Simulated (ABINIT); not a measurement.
# SiNi3 (Pm-3m) in ABINIT: relaxation of cell and atoms with PBEsol

Aim: the relaxation of cell and atoms of SiNi3 with PBEsol.

All numbers are computed with ABINIT 10.8.3 (patched build); they aren't measurements. Logs are shortened: lines on timing, memory, paths and dates and some standing lists are left out, and cuts for length are marked. The log counts tension as positive stress, the text compression.

## Step 1: Starting point

The structure is cubic, space group Pm-3m (No. 221). The conventional cell has a = 3.542 Å, b = 3.542 Å, c = 3.542 Å, α = 90.00°, β = 90.00°, γ = 90.00°. Ni (site symmetry 4/mmm) has 8 Ni at 2.50 Å and 4 Si at 2.50 Å as nearest neighbours. Around Si (site symmetry m-3m) lie 12 Ni at 2.50 Å.

## Step 2: Relaxation of cell and atoms, PBEsol, collinear spin, ferromagnetic start

File run.abi:

```
# Pseudopotentials
pp_dirpath "./"
pseudos "Ni.GGA_PBE-ansatz.xml, Si.GGA_PBE-ansatz.xml"

# Structure
acell 3*1.0
rprim
     6.6934099334     0.0000000000     0.0000000000
     0.0000000000     6.6934099334     0.0000000000
     0.0000000000     0.0000000000     6.6934099334
ntypat 2
znucl 28 14
natom 4
typat 1 1 1 2
chkprim 0
chksymtnons 0
tolsym 1.0e-6
xred
            1/2            1/2            0.0
            1/2            0.0            1/2
            0.0            1/2            1/2
            0.0            0.0            0.0

# Plane-wave basis
ecut 15.4
pawecutdg 30.8
pawxcdev 0
pawovlp -1
ecutsm 0.5

# k points
kptopt 1
ngkpt 6 6 6
nshiftk 1
shiftk 0.0 0.0 0.0

# Exchange and correlation
ixc -116133

# Bands and occupations
nband 36
occopt 3
tsmear 0.05 eV

# Spin
nsppol 2
spinat
     0.0000000000     0.0000000000     1.0000000000
     0.0000000000     0.0000000000     1.0000000000
     0.0000000000     0.0000000000     1.0000000000
     0.0000000000     0.0000000000     0.0000000000

# SCF cycle
nstep 80
tolvrs 1.0e-10

# Output
iomode 3
prteig 0
prtebands 0
prtwf 0
prtden 0

# Relaxation
ionmov 2
optcell 2
ntime 50
tolmxf 2.0e-5
dilatmx 1.08
```

Potentials or basis: Ansatz PAW PBE default generated set, frozen core.

Command:

```sh
abinit run.abi > log 2>&1
```

run.abo:

```text
[... set-up lines left out ...]
 ETOT  1  -513.85497065293    -5.139E+02 6.797E+00 1.360E+01 1.446E-01 1.446E-01
 ETOT  2  -516.33792598406    -2.483E+00 2.298E-01 2.664E+01 9.010E-02 1.325E-01
 ETOT  3  -516.37049264936    -3.257E-02 1.557E-01 4.411E+01 9.639E-02 1.063E-01
 ETOT  4  -516.33627389783     3.422E-02 2.729E-02 7.469E+00 4.911E-02 8.522E-02
 ETOT  5  -516.33497701346     1.297E-03 2.651E-02 1.902E+00 3.383E-02 5.347E-02
 ETOT  6  -516.33326109213     1.716E-03 4.309E-03 1.960E-01 2.654E-02 2.738E-02
 ETOT  7  -516.33388618238    -6.251E-04 4.515E-03 6.951E-02 9.644E-03 1.774E-02
 ETOT  8  -516.33389730854    -1.113E-05 2.381E-03 9.282E-03 8.678E-03 9.615E-03
 ETOT  9  -516.33390414409    -6.836E-06 1.278E-03 3.076E-03 7.207E-03 2.772E-03
 ETOT 10  -516.33390541932    -1.275E-06 1.238E-03 1.057E-04 2.351E-03 7.866E-04
 ETOT 11  -516.33390523403     1.853E-07 9.014E-04 4.121E-05 9.670E-04 7.252E-04
 ETOT 12  -516.33390530171    -6.768E-08 9.843E-04 8.537E-06 6.998E-04 2.185E-04
 ETOT 13  -516.33390529879     2.915E-09 8.366E-04 5.344E-07 7.352E-05 1.449E-04
 ETOT 14  -516.33390530975    -1.096E-08 7.875E-04 1.491E-06 1.038E-04 4.116E-05
 ETOT 15  -516.33390531014    -3.906E-10 8.343E-04 8.893E-09 3.576E-05 5.404E-06
 ETOT 16  -516.33390531025    -1.114E-10 6.573E-04 2.769E-08 4.266E-06 2.860E-06
 ETOT 17  -516.33390531025     5.571E-12 7.435E-04 1.118E-10 9.899E-07 2.108E-06
 ETOT 18  -516.33390531024     5.002E-12 5.367E-04 3.872E-12 2.238E-06 1.295E-07

 At SCF step   18       nres2   =  3.87E-12 < tolvrs=  1.00E-10 =>converged.

 Cartesian components of stress tensor (hartree/bohr^3)
  sigma(1 1)=  4.76576997E-04  sigma(3 2)=  0.00000000E+00
  sigma(2 2)=  4.76576997E-04  sigma(3 1)=  0.00000000E+00
  sigma(3 3)=  4.76576997E-04  sigma(2 1)=  0.00000000E+00

--- !ResultsGS
iteration_state: {dtset: 1, itime: 1, icycle: 1, }
comment   : Summary of ground state results
lattice_vectors:
- [  6.6934099,   0.0000000,   0.0000000, ]
- [  0.0000000,   6.6934099,   0.0000000, ]
- [  0.0000000,   0.0000000,   6.6934099, ]
lattice_lengths: [   6.69341,    6.69341,    6.69341, ]
lattice_angles: [ 90.000,  90.000,  90.000, ] # degrees, (23, 13, 12)
lattice_volume:   2.9987639E+02
convergence: {deltae:  5.002E-12, res2:  3.872E-12, residm:  5.367E-04, diffor: null, }
etotal    :  -5.16333905E+02
entropy   :   0.00000000E+00
fermie    :   3.82287938E-01
cartesian_stress_tensor: # hartree/bohr^3
- [  4.76576997E-04,   0.00000000E+00,   0.00000000E+00, ]
[... 522 lines left out ...]
  0.00000000000000E+00  0.00000000000000E+00  0.00000000000000E+00
 Cartesian forces (fcart) [Ha/bohr]; max,rms= 0.00000E+00 0.00000E+00 (free atoms)
 -0.00000000000000E+00 -0.00000000000000E+00 -0.00000000000000E+00
 -0.00000000000000E+00 -0.00000000000000E+00 -0.00000000000000E+00
 -0.00000000000000E+00 -0.00000000000000E+00 -0.00000000000000E+00
 -0.00000000000000E+00 -0.00000000000000E+00 -0.00000000000000E+00
 Gradient of E wrt nuclear positions in reduced coordinates (gred)
  0.00000000000000E+00  0.00000000000000E+00  0.00000000000000E+00
  0.00000000000000E+00  0.00000000000000E+00  0.00000000000000E+00
  0.00000000000000E+00  0.00000000000000E+00  0.00000000000000E+00
  0.00000000000000E+00  0.00000000000000E+00  0.00000000000000E+00
 Scale of Primitive Cell (acell) [bohr]
  6.54172298872751E+00  6.54172298872751E+00  6.54172298872750E+00
 Real space primitive translations (rprimd) [bohr]
  6.54172298872751E+00  0.00000000000000E+00  0.00000000000000E+00
  0.00000000000000E+00  6.54172298872751E+00  0.00000000000000E+00
  0.00000000000000E+00  0.00000000000000E+00  6.54172298872750E+00
 Unitary Cell Volume (ucvol) [Bohr^3]=  2.79947407204788E+02
 Angles (23,13,12)= [degrees]
  9.00000000000000E+01  9.00000000000000E+01  9.00000000000000E+01
 Lengths [Bohr]
  6.54172298872751E+00  6.54172298872751E+00  6.54172298872750E+00
 Stress tensor in cartesian coordinates (strten) [Ha/bohr^3]
 -6.83386761068938E-09  0.00000000000000E+00  0.00000000000000E+00
  0.00000000000000E+00 -6.83386765232274E-09  0.00000000000000E+00
  0.00000000000000E+00  0.00000000000000E+00 -6.83386752048376E-09
 Total energy (etotal) [Ha]= -5.16338974535486E+02

 Difference of energy with previous step (new-old):
           Absolute (Ha)=-1.63895E-08
           Relative     =-3.17418E-11

 At Broyd/MD step   5, gradients are converged :
  max grad (force/stress) = 6.8339E-07 < tolmxf= 2.0000E-05 ha/bohr (free atoms)

================================================================================

 ----iterations are completed or convergence reached----

 Mean square residual over all n,k,spin=   35.430E-15; max=  12.909E-12
 reduced coordinates (array xred) for    4 atoms
       0.500000000000      0.500000000000      0.000000000000
       0.500000000000      0.000000000000      0.500000000000
       0.000000000000      0.500000000000      0.500000000000
       0.000000000000      0.000000000000      0.000000000000
 rms dE/dt=  0.0000E+00; max dE/dt=  0.0000E+00; dE/dt below (all hartree)
    1       0.000000000000      0.000000000000      0.000000000000
    2       0.000000000000      0.000000000000      0.000000000000
    3       0.000000000000      0.000000000000      0.000000000000
    4       0.000000000000      0.000000000000      0.000000000000

 cartesian coordinates (angstrom) at end:
    1      1.73086536166319     1.73086536166319     0.00000000000000
    2      1.73086536166319     0.00000000000000     1.73086536166319
    3      0.00000000000000     1.73086536166319     1.73086536166319
    4      0.00000000000000     0.00000000000000     0.00000000000000

 cartesian forces (hartree/bohr) at end:
    1     -0.00000000000000    -0.00000000000000    -0.00000000000000
    2     -0.00000000000000    -0.00000000000000    -0.00000000000000
    3     -0.00000000000000    -0.00000000000000    -0.00000000000000
    4     -0.00000000000000    -0.00000000000000    -0.00000000000000
 frms,max,avg= 0.0000000E+00 0.0000000E+00   0.000E+00  0.000E+00  0.000E+00 h/b

 cartesian forces (eV/Angstrom) at end:
    1     -0.00000000000000    -0.00000000000000    -0.00000000000000
    2     -0.00000000000000    -0.00000000000000    -0.00000000000000
    3     -0.00000000000000    -0.00000000000000    -0.00000000000000
    4     -0.00000000000000    -0.00000000000000    -0.00000000000000
 frms,max,avg= 0.0000000E+00 0.0000000E+00   0.000E+00  0.000E+00  0.000E+00 e/A
 length scales=  6.541722988728  6.541722988728  6.541722988728 bohr
              =  3.461730723326  3.461730723326  3.461730723326 angstroms
 Fermi (or HOMO) energy (hartree) =   0.42092   Average Vxc (hartree)=  -0.47522
 Magnetization (Bohr magneton)=  8.02787881E-09
 Total spin up =  2.90000000E+01   Total spin down =  2.90000000E+01
 Eigenvalues (hartree) for nkpt=  20  k points, SPIN UP:
 kpt#   1, nband= 36, wtk=  0.00463, kpt=  0.0000  0.0000  0.0000 (reduced coord)
  -3.36344   -3.36185   -3.36185   -1.91650   -1.91650   -1.91650   -1.91400   -1.91400
  -1.91400   -1.90744   -1.90744   -1.90744   -0.03186    0.22926    0.26050    0.26050
   0.28078    0.28078    0.28078    0.35947    0.35947    0.35947    0.38391    0.38391
   0.38391    0.39643    0.39643    0.40919    0.42148    0.42148    0.42148    0.61004
   0.65799    0.65799    0.81546    0.81546
      occupation numbers for kpt#   1
   1.00000    1.00000    1.00000    1.00000    1.00000    1.00000    1.00000    1.00000
   1.00000    1.00000    1.00000    1.00000    1.00000    1.00000    1.00000    1.00000
   1.00000    1.00000    1.00000    1.00000    1.00000    1.00000    1.00000    1.00000
   1.00000    1.00000    1.00000    0.99831    0.42448    0.42448    0.42448    0.00000
   0.00000    0.00000    0.00000    0.00000
 prteigrs : prtvol=0 or 1, do not print more k-points.

 Eigenvalues (hartree) for nkpt=  20  k points, SPIN DOWN:
 kpt#   1, nband= 36, wtk=  0.00463, kpt=  0.0000  0.0000  0.0000 (reduced coord)
  -3.36344   -3.36185   -3.36185   -1.91650   -1.91650   -1.91650   -1.91400   -1.91400
  -1.91400   -1.90744   -1.90744   -1.90744   -0.03186    0.22926    0.26050    0.26050
   0.28078    0.28078    0.28078    0.35947    0.35947    0.35947    0.38391    0.38391
   0.38391    0.39643    0.39643    0.40919    0.42148    0.42148    0.42148    0.61004
   0.65799    0.65799    0.81546    0.81546
      occupation numbers for kpt#   1
   1.00000    1.00000    1.00000    1.00000    1.00000    1.00000    1.00000    1.00000
   1.00000    1.00000    1.00000    1.00000    1.00000    1.00000    1.00000    1.00000
   1.00000    1.00000    1.00000    1.00000    1.00000    1.00000    1.00000    1.00000
   1.00000    1.00000    1.00000    0.99831    0.42448    0.42448    0.42448    0.00000
   0.00000    0.00000    0.00000    0.00000
 prteigrs : prtvol=0 or 1, do not print more k-points.

--- !EnergyTerms
iteration_state     : {dtset: 1, itime: 5, icycle: 1, }
comment             : Components of total free energy in Hartree
kinetic             :  3.30843836888556E+01
hartree             :  1.79416870535331E+02
xc                  : -1.15199233975428E+01
Ewald energy        : -3.20047262463708E+02
psp_core            :  1.44391012562691E+01
local_psp           : -4.34868390912732E+02
PAW spherical_terms :  2.31567485921897E+01
internal            : -5.16338472701338E+02
'-kT*entropy'       : -5.03148125334110E-04
total_energy        : -5.16338975849463E+02
total_energy_eV     : -1.40502993056940E+04
...

--- !EnergyTermsDC
iteration_state     : {dtset: 1, itime: 5, icycle: 1, }
comment             : '"Double-counting" decomposition of free energy'
band_energy         : -4.40599694220993E+01
Ewald energy        : -3.20047262463708E+02
psp_core            :  1.44391012562691E+01
xc_dc               : -1.76899784700730E+02
PAW spherical_terms :  1.02294439429080E+01
internal            : -5.16338471387361E+02
'-kT*entropy'       : -5.03148125334110E-04
total_energy_dc     : -5.16338974535486E+02
total_energy_dc_eV  : -1.40502992699389E+04
...

--- !EnergyTermsWithPAWCore
iteration_state     : {dtset: 1, itime: 5, icycle: 1, }
comment             : 'Components of total free energy, including PAW core contributions'
Total energy        : -4.80925842540086E+03
Total energy DC     : -4.80925842408688E+03
Total energy (eV)   : -1.30866588570321E+05
Total energy DC (eV): -1.30866588534566E+05
...

 Cartesian components of stress tensor (hartree/bohr^3)
  sigma(1 1)= -6.83386761E-09  sigma(3 2)=  0.00000000E+00
  sigma(2 2)= -6.83386765E-09  sigma(3 1)=  0.00000000E+00
  sigma(3 3)= -6.83386752E-09  sigma(2 1)=  0.00000000E+00

-Cartesian components of stress tensor (GPa)         [Pressure=  2.0106E-04 GPa]
- sigma(1 1)= -2.01059327E-04  sigma(3 2)=  0.00000000E+00
- sigma(2 2)= -2.01059328E-04  sigma(3 1)=  0.00000000E+00
- sigma(3 3)= -2.01059324E-04  sigma(2 1)=  0.00000000E+00

== END DATASET(S) ==============================================================
================================================================================

 -outvars: echo values of variables after computation  --------
            acell      6.5417229887E+00  6.5417229887E+00  6.5417229887E+00 Bohr
           etotal     -5.1633897454E+02
            fcart     -0.0000000000E+00 -0.0000000000E+00 -0.0000000000E+00
                      -0.0000000000E+00 -0.0000000000E+00 -0.0000000000E+00
                      -0.0000000000E+00 -0.0000000000E+00 -0.0000000000E+00
                      -0.0000000000E+00 -0.0000000000E+00 -0.0000000000E+00
           strten     -6.8338676107E-09 -6.8338676523E-09 -6.8338675205E-09
                       0.0000000000E+00  0.0000000000E+00  0.0000000000E+00
           xangst      1.7308653617E+00  1.7308653617E+00  0.0000000000E+00
                       1.7308653617E+00  0.0000000000E+00  1.7308653617E+00
                       0.0000000000E+00  1.7308653617E+00  1.7308653617E+00
                       0.0000000000E+00  0.0000000000E+00  0.0000000000E+00
             xred      5.0000000000E-01  5.0000000000E-01  0.0000000000E+00
                       5.0000000000E-01  0.0000000000E+00  5.0000000000E-01
                       0.0000000000E+00  5.0000000000E-01  5.0000000000E-01
                       0.0000000000E+00  0.0000000000E+00  0.0000000000E+00
 Calculation completed.
```

Run time: 20 min. Hardware: 1 thread of Arm Neoverse V1, shared host; peak memory 0.42 GiB.

What came out:

* Free energy: -14050.2993 eV
* Relaxed volume: 10.37 Å³/atom
* Relaxed cell: a = 3.462 Å, b = 3.462 Å, c = 3.462 Å, α = 90.00°, β = 90.00°, γ = 90.00°
* Space group after relaxing (to 0.05 Å): Pm-3m (No. 221)
* Energy gained by relaxing: 34.5 meV/atom
* Ionic steps: 5
* Pressure after relaxing: 0.0 GPa
* Band gap on the k mesh: none (metal or under the smearing width)
* Net moment: 0.00 μB per cell

The path:
```
step  energy change (eV)  largest force (eV/Å)  pressure (GPa)  volume (Å³)
   1              0.0000                0.0000          -14.02        44.44
   2             -0.1181                0.0000           -5.77        42.56
   3             -0.1377                0.0000            0.69        41.37
   4             -0.1379                0.0000           -0.03        41.49
   5             -0.1379                0.0000            0.00        41.48
```

Final structure:
```
Ni Si
1.0
     3.46173    0.00000    0.00000
     0.00000    3.46173    0.00000
     0.00000    0.00000    3.46173
Ni Si
3 1
Direct
  0.50000 0.50000 0.00000
  0.50000 0.00000 0.50000
  0.00000 0.50000 0.50000
  0.00000 0.00000 0.00000
```

Caveat: small starting moments can end in a higher magnetic state in this program; the PAW data sets were made with another functional, which shifts forces and pressure a little; the atomic spheres overlap.
